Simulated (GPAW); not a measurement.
The system is CoO.

```xyz
2
Lattice="0.0000 2.1315 2.1315 2.1315 0.0000 2.1315 2.1315 2.1315 0.0000" Properties=species:S:1:pos:R:3 pbc="T T T"
Co    0.0000    0.0000    0.0000
O     2.1315    2.1315    2.1315
```

Base run:

- Program: GPAW 26.7.0
- Functional: PBEsol
- Potentials or basis: PAW data sets generated in the run's folder for this functional
- Cutoff: 800 eV
- Basis: pw
- k mesh: 11 × 11 × 11
- Occupations: fermi-dirac, width 0.05 eV
- Spin: collinear spin, ferromagnetic start
- Starting moments: [2.0, 0.0] μB
- Hubbard terms: Co d U = 6 eV

Its results: pressure -6.1 GPa; net moment 3.00 μB per cell; site moments Co +2.75; O +0.16 μB.

Question: After a change of settings the same cell gave: pressure -10.0 GPa; net moment 2.96 μB per cell; site moments Co +2.53; O +0.25 μB. Which change was it?
A. cutoff from 800 eV to 1040 eV; hubbard terms from Co d U = 6 eV to Co d U = 3.5 eV
B. hubbard terms from Co d U = 6 eV to none
C. hubbard terms from Co d U = 6 eV to Co d U = 4 eV

Answer: B.

Caveats: a cell with one magnetic atom can't hold antiferromagnetic order, which such compounds often take.

Runs at the PBE level aren't shown here.
